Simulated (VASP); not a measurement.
# GaSb (F-43m) in VASP: notebook, part 3 of 3

VASP 6.6.1. Earlier steps stand in the parts before.

## Step 4: Relaxation of cell and atoms, PBEsol, target pressure 30 GPa, at which the enthalpy is minimised

The input, INCAR:

```
ALGO = Normal
EDIFF = 1E-6
EDIFFG = -0.01
ENCUT = 600
GGA = PS
IBRION = 2
ISIF = 3
ISMEAR = -1
LASPH = T
LCHARG = F
LREAL = F
LWAVE = F
NELM = 60
NSW = 80
PREC = Accurate
PSTRESS = 300.0
SIGMA = 0.05
```

The input, KPOINTS:

```
k-points
0
Gamma
  8 8 8
```

The input, POSCAR:

```
GaSb
1.0
    0.0000000000      3.0590000000      3.0590000000
    3.0590000000      0.0000000000      3.0590000000
    3.0590000000      3.0590000000      0.0000000000
Sb Ga
1 1
Direct
    0.7500000000      0.7500000000      0.7500000000
    0.0000000000      0.0000000000      0.0000000000
```

Potentials or basis: VASP PAW PBE potentials, release 64 (Sb, Ga_d).

On the command line:

```bash
$ cat potpaw_PBE.64/Sb/POTCAR potpaw_PBE.64/Ga_d/POTCAR > POTCAR
$ mpirun -np 1 vasp_std > vasp.out
```

OUTCAR:

```text
EDIFF = 1E-6
   EDIFFG = -0.01
   ENCUT = 600
   GGA = PS
   IBRION = 2
   ISIF = 3
   ISMEAR = -1
   LASPH = T
   LREAL = F
   NELM = 60
   NSW = 80
   PREC = Accurate
   PSTRESS = 300.0

 ion  position               nearest neighbor table
   1  0.750  0.750  0.750-   2 2.65   2 2.65   2 2.65   2 2.65
   2  0.000  0.000  0.000-   1 2.65   1 2.65   1 2.65   1 2.65

  LATTYP: Found a face centered cubic cell.
 ALAT       =     6.1180000000

  Lattice vectors:

 A1 = (   0.0000000000,   3.0590000000,   3.0590000000)
 A2 = (   3.0590000000,   0.0000000000,   3.0590000000)
 A3 = (   3.0590000000,   3.0590000000,   0.0000000000)

Analysis of symmetry for initial positions (statically):
=====================================================================
 Subroutine PRICEL returns:
 Original cell was already a primitive cell.

 Routine SETGRP: Setting up the symmetry group for a
 face centered cubic supercell.

 Subroutine GETGRP returns: Found 24 space group operations
 (whereof 24 operations were pure point group operations)
 out of a pool of 48 trial point group operations.

The static configuration has the point symmetry T_d .

Analysis of symmetry for dynamics (positions and initial velocities):
=====================================================================
 Subroutine PRICEL returns:
 Original cell was already a primitive cell.

 Routine SETGRP: Setting up the symmetry group for a
 face centered cubic supercell.

 Subroutine GETGRP returns: Found 24 space group operations
 (whereof 24 operations were pure point group operations)
 out of a pool of 48 trial point group operations.

The dynamic configuration has the point symmetry T_d .

 Subroutine INISYM returns: Found 24 space group operations
 (whereof 24 operations are pure point group operations),
 and found     1 'primitive' translations

----------------------------------------------------------------------------------------

                                     Primitive cell
[... 90 lines left out ...]
   NELM   =     60;   NELMIN=  2; NELMDL= -5     # of ELM steps
   EDIFF  = 0.1E-05   stopping-criterion for ELM
   LREAL  =      F    real-space projection
   EDIFFG = -.1E-01   stopping-criterion for IOM
   NSW    =     80    number of steps for IOM
   IBRION =      2    ionic relax: 0-MD 1-quasi-New 2-CG
   NFREE  =      1    steps in history (QN), initial steepest desc. (CG)
   ISIF   =      3    stress and relaxation
   ISYM   =      2    0-nonsym 1-usesym 2-fastsym
   POTIM  = 0.5000    time-step for ionic-motion
   TEBEG  =    0.0;   TEEND  =   0.0 temperature during run
   PSTRESS=  300.0 pullay stress
   NELECT =      18.0000    total number of electrons
   NUPDOWN=      -1.0000    fix difference up-down
   EMIN   =  10.00;   EMAX   =-10.00  energy-range for DOS
   EFERMI =   0.00;   METHOD = LEGACY
   ISMEAR =    -1;   SIGMA  =   0.05  broadening in eV -4-tet -1-fermi 0-gaus
   EFERMI_NEDOS =   21; number of points for ismear=-14 and -15
   IALGO  =     38    algorithm
   IMIX   =      4    mixing-type and parameters
     AMIX     =   0.40;   BMIX     =  1.00
     AMIX_MAG =   1.60;   BMIX_MAG =  1.00
  volume/ion in A,a.u.               =      28.62       193.17
  Fermi-wavevector in a.u.,A,eV,Ry     =   1.113208  2.103657 16.860766  1.239231
  Thomas-Fermi vector in A             =   2.249790
   LORBIT       =      0    0 simple, 1 ext, 2 COOP (PROOUT), +10 PAW based schemes
   GGA     = PS    functional components
   LHFCALC =     F    Hartree Fock is set to
   AEXX    =    0.0000 exact exchange contribution
   IVDW    =     0    specifies the selected vdW correction
   LEPSILON=     F    determine dielectric tensor
   LRPA    =     F    only Hartree local field effects (RPA)
 conjugate gradient relaxation of ions
 non-spin polarized calculation
  energy-cutoff  :      600.00
  volume of cell :       57.25
 maximum number of plane-waves:      1926
   NGX = 17   NGY = 17   NGZ = 17

--------------------------------------- Ionic step        1  -------------------------------------------

 number of electron      18.0000006 magnetization

 Free energy of the ion-electron system (eV)
  ---------------------------------------------------
  ext. energy  EPLUGINS =         0.00000000
  ---------------------------------------------------
  free energy    TOTEN  =        -8.14800815 eV

  energy without entropy =       -8.14749346  energy(sigma->0) =       -8.14775081

 E-fermi :   4.7868     XC(G=0):  -9.2658

 val. band max:        4.7322507353   @ k =   0.0000   0.0000   0.0000
 cond. band min:       5.0786380308   @ k =   0.5000   0.0000   0.0000
 fundamental gap:      0.3463872955
 Fermi energy:         4.7867861573
[... 886 lines left out ...]
  energy  without entropy=       -7.5134218917  energy(sigma->0) =       -7.51352330

  enthalpy is  TOTEN    =         0.9412450787 eV   P V=        8.4548697928

[... ionic steps 4 to 12 ...]

--------------------------------------- Ionic step       13  -------------------------------------------

 number of electron      18.0000002 magnetization

------------------------ aborting loop because EDIFF is reached ----------------------------------------
[... 71 lines left out ...]
--------------------------------------- Ionic step       15  -------------------------------------------

 number of electron      18.0000002 magnetization

 Free energy of the ion-electron system (eV)
  ---------------------------------------------------
  ext. energy  EPLUGINS =         0.00000000
  ---------------------------------------------------
  free energy    TOTEN  =        -7.12005172 eV

  energy without entropy =       -7.11949724  energy(sigma->0) =       -7.11977448

 E-fermi :   8.3856     XC(G=0): -10.6075

 val. band max:        8.2931079623   @ k =   0.0000   0.0000   0.0000
 cond. band min:       8.5238505952   @ k =   0.3750   0.3750   0.0000
 fundamental gap:      0.2307426329
 Fermi energy:         8.3856337559
[... 417 lines left out ...]
  energy  without entropy=       -7.1194972388  energy(sigma->0) =       -7.11977448

  enthalpy is  TOTEN    =         0.8696114335 eV   P V=        7.9896631517

 reached required accuracy - stopping structural energy minimisation
```

CONTCAR:

```text
GaSb
   1.00000000000000
    -0.0000000000000000    2.7735070056737290    2.7735070056737285
     2.7735070056737294    0.0000000000000000    2.7735070056737285
     2.7735070056737294    2.7735070056737290   -0.0000000000000000
  Sb              Ga
     1     1
Direct
     0.7500000000000000    0.7500000000000000    0.7500000000000000
     0.0000000000000000    0.0000000000000000    0.0000000000000000

  0.00000000E+00  0.00000000E+00  0.00000000E+00
  0.00000000E+00  0.00000000E+00  0.00000000E+00
```

It took 2 min on 1 thread of Intel Xeon Platinum 8559C (Emerald Rapids), shared host; peak memory 0.23 GiB.

Results:

```yaml
Free_energy: -7.1201 eV
Relaxed_volume: 21.33 Å³/atom
Relaxed_cell: a = 3.922 Å, b = 3.922 Å, c = 3.922 Å, α = 60.00°, β = 60.00°, γ = 60.00°
Space_group_after_relaxing_to_0.05_Å: F-43m (No. 216)
Energy_change_on_relaxing_the_enthalpy_is_what_falls: +514.0 meV/atom
Ionic_steps: 15
Pressure_after_relaxing: 30.0 GPa
Band_gap_on_the_k_mesh: 0.23 eV, indirect (least direct gap 2.28 eV)
```

The path:
| step | energy change (eV) | largest force (eV/Å) | pressure (GPa) | volume (Å³) |
| --- | --- | --- | --- | --- |
| 1 | 0.0000 | 0.0000 | -0.09 | 57.25 |
| 2 | 16.4386 | 0.0000 | 348.51 | 23.26 |
| 3 | 0.6344 | 0.0000 | 21.32 | 45.15 |
| 4 | 0.8292 | 0.0000 | 25.60 | 43.82 |
| 5 | 1.0445 | 0.0000 | 30.28 | 42.58 |
| 6 | 0.9952 | 0.0000 | 29.17 | 42.85 |
| 7 | 0.9974 | 0.0000 | 29.31 | 42.83 |
| 8 | 1.0043 | 0.0000 | 29.48 | 42.80 |
| 9 | 1.0044 | 0.0000 | 29.44 | 42.80 |
| 10 | 1.0048 | 0.0000 | 29.44 | 42.79 |
| 11 | 1.0055 | 0.0000 | 29.51 | 42.79 |
| 12 | 1.0070 | 0.0000 | 29.57 | 42.78 |
| 13 | 1.0100 | 0.0000 | 29.58 | 42.77 |
| 14 | 1.0160 | 0.0000 | 29.74 | 42.73 |
| 15 | 1.0280 | 0.0000 | 30.02 | 42.67 |

Final structure:
```yaml
crystal:
  lattice:
    - [0.00000, 2.77351, 2.77351]
    - [2.77351, 0.00000, 2.77351]
    - [2.77351, 2.77351, 0.00000]
  atoms:
    - { symbol: Sb, position: [0.75000, 0.75000, 0.75000] }
    - { symbol: Ga, position: [0.00000, 0.00000, 0.00000] }
```

Caveat: the cell is relaxed towards a set pressure, so the enthalpy falls and the energy may rise; the volume moved by over 15 % at a fixed basis, so the end points are rough; the PAW data sets were made with another functional, which shifts forces and pressure a little; spin-orbit coupling is left out, which moves the levels of the heavy elements.

## Step 5: Single point, PBE

The input, INCAR:

```
  PREC = Accurate
  ENCUT = 520
  EDIFF = 1E-7
  ISMEAR = -1
  SIGMA = 0.03
  LREAL = F
  LASPH = T
  NELM = 60
  ALGO = Normal
  ISIF = 2
  LWAVE = F
  LCHARG = F
  GGA = PE
  NBANDS = 16
```

The input, KPOINTS:

```
regular mesh
0
Gamma
  4 4 4
```

POSCAR is that of step 4.

On the command line:

```bash
$ cat potpaw_PBE.64/Sb/POTCAR potpaw_PBE.64/Ga_d/POTCAR > POTCAR
$ mpirun -np 1 vasp_std > vasp.out
```

Wall time 11 s (1 thread of Intel Xeon Platinum 8259CL at 2.50GHz (Skylake/Cascade Lake), shared host); peak memory 0.17 GiB.

The run converged. Its results:

```yaml
Free_energy: -7.1565 eV
Pressure: 2.9 GPa
```

Levels at points of the mesh, in eV from the Fermi level:
```csv
k point,band 6,band 7,band 8,band 9,band 10,band 11,band 12,band 13
"(0.00, 0.00, 0.00)",-11.52,-0.04,-0.04,-0.04,-0.01,2.71,2.71,2.71
"(0.50, 0.00, 0.00)",-9.89,-6.42,-1.20,-1.20,0.35,3.69,3.69,6.42
"(0.50, 0.50, 0.00)",-9.05,-6.87,-2.63,-2.63,0.85,1.20,8.63,8.63
```

Caveat: the k points lie up to 0.44 Å⁻¹ apart; spin-orbit coupling is left out, which moves the levels of the heavy elements.

## Step 6: Single point, LDA

This run uses another cell than the first one, of 27.69 Å³/atom, 0.967 times its volume.

The input, INCAR:

```
  PREC = Accurate
  ENCUT = 520
  EDIFF = 1E-6
  ISMEAR = -1
  SIGMA = 0.05
  LREAL = F
  LASPH = T
  NELM = 60
  ALGO = Normal
  ISIF = 2
  LWAVE = F
  LCHARG = F
  NBANDS = 16
```

The input, KPOINTS:

```
Automatic mesh
0
Gamma
  8 8 8
```

The input, POSCAR:

```
GaSb
1.0
    0.0000000000      3.0254666222      3.0254666222
    3.0254666222      0.0000000000      3.0254666222
    3.0254666222      3.0254666222      0.0000000000
Sb Ga
1 1
Direct
    0.7500000000      0.7500000000      0.7500000000
    0.0000000000      0.0000000000      0.0000000000
```

Potentials or basis: VASP PAW LDA potentials, release 64 (Sb, Ga_d).

On the command line:

```bash
$ cat potpaw_LDA.64/Sb/POTCAR potpaw_LDA.64/Ga_d/POTCAR > POTCAR
$ mpirun -np 1 vasp_std > vasp.out
```

Run time: 19 s. Hardware: 1 thread of Intel Xeon Platinum 8259CL at 2.50GHz (Skylake/Cascade Lake), shared host; peak memory 0.16 GiB.

Results (log left out):

```yaml
Free_energy: -8.6667 eV
Pressure: 0.1 GPa
Band_gap_on_the_k_mesh: 0.11 eV, direct
```

Levels at points of the mesh, in eV from the valence-band top:
| k point | band 5 | band 6 | band 7 | band 8 | band 9 | band 10 | band 11 | band 12 | band 13 | band 14 |
| --- | --- | --- | --- | --- | --- | --- | --- | --- | --- | --- |
| (0.00, 0.00, 0.00) | -15.16 | -11.75 | 0.00 | 0.00 | 0.00 | 0.11 | 2.74 | 2.74 | 2.74 | 5.64 |
| (0.50, 0.00, 0.00) | -15.16 | -10.04 | -6.57 | -1.21 | -1.21 | 0.37 | 3.71 | 3.71 | 6.29 | 9.39 |
| (0.50, 0.50, 0.00) | -15.16 | -9.17 | -7.01 | -2.69 | -2.69 | 0.79 | 1.10 | 8.79 | 8.79 | 10.18 |

Caveat: spin-orbit coupling is left out, which moves the levels of the heavy elements.

## Step 7: Summary

| task | level | potentials or basis | cell | k mesh | cutoff (eV) | smearing | gap on the mesh (eV) | pressure (GPa) |
| --- | --- | --- | --- | --- | --- | --- | --- | --- |
| relaxation of cell and atoms | PBEsol | VASP PAW PBE potentials, release 64 (Sb, Ga_d) | relaxed to 10 GPa from a = 4.326 Å, angles 60.0°, 2 atoms | 8 × 8 × 8 | 600 | fermi-dirac 0.05 eV | 0.58 | 10.0 |
| relaxation of cell and atoms | PBEsol | VASP PAW PBE potentials, release 64 (Sb, Ga_d) | relaxed to 20 GPa from a = 4.326 Å, angles 60.0°, 2 atoms | 8 × 8 × 8 | 600 | fermi-dirac 0.05 eV | 0.39 | 20.0 |
| relaxation of cell and atoms | PBEsol | VASP PAW PBE potentials, release 64 (Sb, Ga_d) | relaxed to 30 GPa from a = 4.326 Å, angles 60.0°, 2 atoms | 8 × 8 × 8 | 600 | fermi-dirac 0.05 eV | 0.23 | 30.0 |
| single point | PBE | VASP PAW PBE potentials, release 64 (Sb, Ga_d) | a = 4.326 Å, angles 60.0°, 2 atoms | 4 × 4 × 4 | 520 | fermi-dirac 0.03 eV | - | 2.9 |
| single point | LDA | VASP PAW LDA potentials, release 64 (Sb, Ga_d) | a = 4.279 Å, angles 60.0°, 2 atoms | 8 × 8 × 8 | 520 | fermi-dirac 0.05 eV | 0.11 | 0.1 |

Alike in all rows: no spin polarisation.

Caveats: some runs use coarse meshes; spin-orbit coupling is left out, which moves the levels of the heavy elements; the cell is relaxed towards a set pressure, so the enthalpy falls and the energy may rise (some runs); the PAW data sets were made with another functional, which shifts forces and pressure a little (some runs); the volume moved by over 15 % at a fixed basis, so the end points are rough (some runs).

Total energies depend on the potentials used, so only differences within one code and one set of settings carry meaning.

## Step 8: How close it comes

Step 6. Against the measured gap of GaSb, 0.811 eV (direct; 4.2 K; a printed reference work, data compilation), the calculated 0.11 eV is off by -0.70 eV. Spin-orbit coupling on Ga, Sb is left out. The value is that of LDA on a finite k mesh, which can miss the band edges, without temperature or zero-point motion. Semilocal functionals fall short of measured gaps as a rule.
